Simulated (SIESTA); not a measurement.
Write the native input for SIESTA 5.4.2 that does the following.

```yaml
Task: single point
Functional: PBE
Potentials_or_basis: PseudoDojo 0.4 standard (PBE files)
Basis: DZP (energy shift 0.002 Ry)
Grid_cutoff: 800 Ry
Energy_shift: 0.002 Ry
k_mesh: 8 × 8 × 8
Occupations: fermi-dirac, width 0.05 eV
Spin: no spin polarisation
```

Crystal: BeTe.

```
Te Be
1.0
     0.00000    2.77000    2.77000
     2.77000    0.00000    2.77000
     2.77000    2.77000    0.00000
Te Be
1 1
Cartesian
  4.1550 4.1550 4.1550
  0.0000 0.0000 0.0000
```

The input as run:

BeTe.fdf

```
SystemName                      BeTe
SystemLabel                     BeTe
NumberOfSpecies                 2
NumberOfAtoms                   2
%block ChemicalSpeciesLabel
  1  52 Te
  2   4 Be
%endblock ChemicalSpeciesLabel
%include structure.fdf

%block kgrid.MonkhorstPack
    8   0   0  0.0
    0   8   0  0.0
    0   0   8  0.0
%endblock kgrid.MonkhorstPack
XC.Functional                   GGA
XC.Authors                      PBE
PAO.BasisSize                   DZP
PAO.EnergyShift                 0.002 Ry
Mesh.Cutoff                     800 Ry
OccupationFunction              FD
ElectronicTemperature           0.05 eV
MaxSCFIterations                120
SCF.MustConverge                false
SCF.Mixer.Method                Pulay
SCF.Mixer.Weight                0.25
SCF.Mixer.History               8
SCF.DM.Tolerance                5.0e-05
SCF.H.Tolerance                 1.0e-03 eV
WriteForces                     true
Charge.Mulliken                 end
Charge.Hirshfeld                end
Charge.Voronoi                  end
SaveRho                         true
SaveElectrostaticPotential      true
%block PAO.PolarizationScheme
  Be non-perturbative
%endblock PAO.PolarizationScheme
```

structure.fdf

```
LatticeConstant                 1.0 Ang
%block LatticeVectors
     0.0000000000     2.7700000000     2.7700000000
     2.7700000000     0.0000000000     2.7700000000
     2.7700000000     2.7700000000     0.0000000000
%endblock LatticeVectors
AtomicCoordinatesFormat         Fractional
%block AtomicCoordinatesAndAtomicSpecies
     0.7500000000     0.7500000000     0.7500000000  1  Te
     0.0000000000     0.0000000000     0.0000000000  2  Be
%endblock AtomicCoordinatesAndAtomicSpecies
```

Potentials or basis: PseudoDojo 0.4 standard (PBE files), DZP (energy shift 0.002 Ry).

Launch:

```sh
$ siesta < BeTe.fdf > BeTe.out 2>&1
```

Results of the run:

- Pressure: 3.3 GPa
- Band gap on the k mesh: 2.03 eV, indirect (least direct gap 3.63 eV)
- Hirshfeld charges: Te +0.13; Be -0.13 e
- Voronoi charges: Te +0.32; Be -0.32 e

Caveat: Mulliken charges of long-ranged orbitals can have an unphysical sign; semicore shells carry a single zeta, which can move pressures by several GPa and volumes by a few percent; spin-orbit coupling is left out, which moves the levels of the heavy elements; the basis of atomic orbitals isn't converged, which shifts pressures, moduli and gaps.

Run time: 36 s on 1 thread of Arm Neoverse V2 (shared host), peak memory 0.31 GiB.
